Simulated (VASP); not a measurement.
# Ge: molecular dynamics with a thermostat

Ge, P6_3/mmc (no. 194), 8 atoms in the cell. PBE, molecular dynamics; PAW potentials Ge (PBE set).

Ensemble: Nose-Hoover; Target temperature (K): 1600.

## Input

INCAR:
```
GGA = PE
PREC = Normal
ENCUT = 200
EDIFF = 1E-6
NELMIN = 4
NELM = 60
ALGO = Normal
LREAL = Auto
LASPH = True
ISMEAR = 0
SIGMA = 0.05
ISYM = 0
LWAVE = False
LCHARG = False
IBRION = 0
NSW = 60
POTIM = 3.0
TEBEG = 1600
ISIF = 2
RANDOM_SEED = 884966 0 0
MDALGO = 2
SMASS = 0
KPAR = 2
```

KPOINTS:
```
k-points
0
Gamma
  3 2 2
```

POSCAR:
```
Ge
1.0
    3.9975858431      0.0000000000      0.0000000000
    0.0000000000      6.9240217880      0.0000000000
    0.0000000000      0.0000000000      6.5993779500
Ge
8
Direct
    0.0000000000      0.3333333334      0.9370987500
    0.4999999999      0.8333333333      0.9370987500
    0.5000000000      0.1666666666      0.4370987500
    0.0000000001      0.6666666666      0.4370987500
    0.0000000000      0.3333333334      0.5629012500
    0.4999999999      0.8333333333      0.5629012500
    0.5000000000      0.1666666666      0.0629012500
    0.0000000001      0.6666666666      0.0629012500
```

Commands:
```
cat potpaw_PBE.64/Ge/POTCAR > POTCAR
mpirun -np 2 vasp_std > vasp.out
```

## Result

- Mean temperature (K): 1559
- Standard error of the mean temperature (K): 139
- Relative fluctuation of the kinetic energy: 0.283
- Canonical value of that fluctuation: 0.309
- Rise of the mean potential energy above the start (meV/atom): 148.0
- Electronic steps per ionic step after the first: 4.3

Course of the run:

| Time (fs) | Temperature (K) | Potential energy less the first (meV/atom) |
|---|---|---|
| 3 | 1598 | 0.0 |
| 18 | 1193 | 48.5 |
| 30 | 831 | 101.9 |
| 45 | 1324 | 89.9 |
| 57 | 2180 | 69.6 |
| 72 | 2552 | 105.0 |
| 84 | 2037 | 158.5 |
| 99 | 1393 | 200.4 |
| 111 | 1240 | 204.1 |
| 126 | 1306 | 197.2 |
| 138 | 1454 | 193.8 |
| 153 | 1611 | 202.8 |
| 165 | 1625 | 224.0 |
| 180 | 1427 | 273.4 |

REPORT:
```
MDALGO =   2
               SCALING =       0
                 CNEXP =     9.000   14.000
           RANDOM_SEED =            884966                0                0

   original number of atomic DOF:         21
   number of independent constraints:      0
   number of active DOF:                  21

========================================
         MD step No.       1
========================================

  Atomic velocities initialized by STEP_tb

  >Energies
                    E_tot             E_pot             E_kin               EPS                ES
   e_b>   -0.33699167E+02   -0.35144832E+02    0.14456648E+01    0.00000000E+00    0.00000000E+00

  >Temperature
               T_sim     T_inst
   tmprt>   1600.000   1597.728

  >Thermostat:
           s(n+1) sdot(n+1)      s(n)   sdot(n)        Qs
   s_b>  -0.00002  -0.00003   0.00000   0.00000   1.27530

           RANDOM_SEED =            884966               48                0

[... steps left out ...]

========================================
         MD step No.      60
========================================

  >Energies
                    E_tot             E_pot             E_kin               EPS                ES
   e_b>   -0.33694084E+02   -0.32957896E+02    0.12907349E+01    0.35144236E-01   -0.20620671E+01

  >Temperature
               T_sim     T_inst
   tmprt>   1600.000   1426.501

  >Thermostat:
           s(n+1) sdot(n+1)      s(n)   sdot(n)        Qs
   s_b>  -0.73023  -0.01880  -0.71218  -0.01731   1.27530

           RANDOM_SEED =            884966               48                0
```

OSZICAR:
```
N       E                     dE             d eps       ncg     rms          rms(c)
DAV:   1     0.612463332530E+02    0.61246E+02   -0.67614E+03   336   0.572E+02
DAV:   2    -0.301134491540E+02   -0.91360E+02   -0.87138E+02   457   0.124E+02
DAV:   3    -0.354281319512E+02   -0.53147E+01   -0.50783E+01   432   0.307E+01
DAV:   4    -0.355001273027E+02   -0.71995E-01   -0.71489E-01   397   0.358E+00
DAV:   5    -0.355014094314E+02   -0.12821E-02   -0.12818E-02   406   0.407E-01    0.608E+00
DAV:   6    -0.352615613067E+02    0.23985E+00   -0.11378E-01   351   0.154E+00    0.375E+00
DAV:   7    -0.351393872887E+02    0.12217E+00   -0.26384E-01   361   0.247E+00    0.244E-01
DAV:   8    -0.351437635863E+02   -0.43763E-02   -0.98805E-03   375   0.437E-01    0.734E-02
DAV:   9    -0.351447435937E+02   -0.98001E-03   -0.98634E-04   386   0.171E-01    0.429E-02
DAV:  10    -0.351448265109E+02   -0.82917E-04   -0.13965E-04   361   0.606E-02    0.492E-03
DAV:  11    -0.351448305203E+02   -0.40094E-05   -0.19318E-06   331   0.675E-03    0.240E-03
DAV:  12    -0.351448319074E+02   -0.13871E-05   -0.26935E-06   308   0.872E-03    0.607E-04
[... left out ...]
     58 T=  1518. E= -.33694508E+02 F= -.33127493E+02 E0= -.33127236E+02  EK= 0.13734E+01 SP= -.20E+01 SK= 0.28E-01
     59 T=  1472. E= -.33694336E+02 F= -.33042784E+02 E0= -.33042280E+02  EK= 0.13315E+01 SP= -.20E+01 SK= 0.31E-01
[... last step whole ...]
       N       E                     dE             d eps       ncg     rms          rms(c)
DAV:   1    -0.329578793001E+02    0.84905E-01   -0.12298E-02   638   0.146E+00    0.714E-03
DAV:   2    -0.329578964301E+02   -0.17130E-04   -0.13350E-04   376   0.633E-02    0.376E-03
DAV:   3    -0.329578962829E+02    0.14717E-06   -0.18487E-06   344   0.620E-03    0.199E-03
DAV:   4    -0.329578960986E+02    0.18433E-06   -0.27128E-07   273   0.255E-03
     60 T=  1427. E= -.33694084E+02 F= -.32957896E+02 E0= -.32957132E+02  EK= 0.12907E+01 SP= -.21E+01 SK= 0.35E-01
```

Limits: 180 fs of 8 atoms are too short for converged averages; the cell is only 4.0 Å across, so each atom moves in step with near copies of itself.

VASP 6.6.1 took 378 s on 2 cores (Intel Xeon Platinum 8488C (Sapphire Rapids)), a shared host.
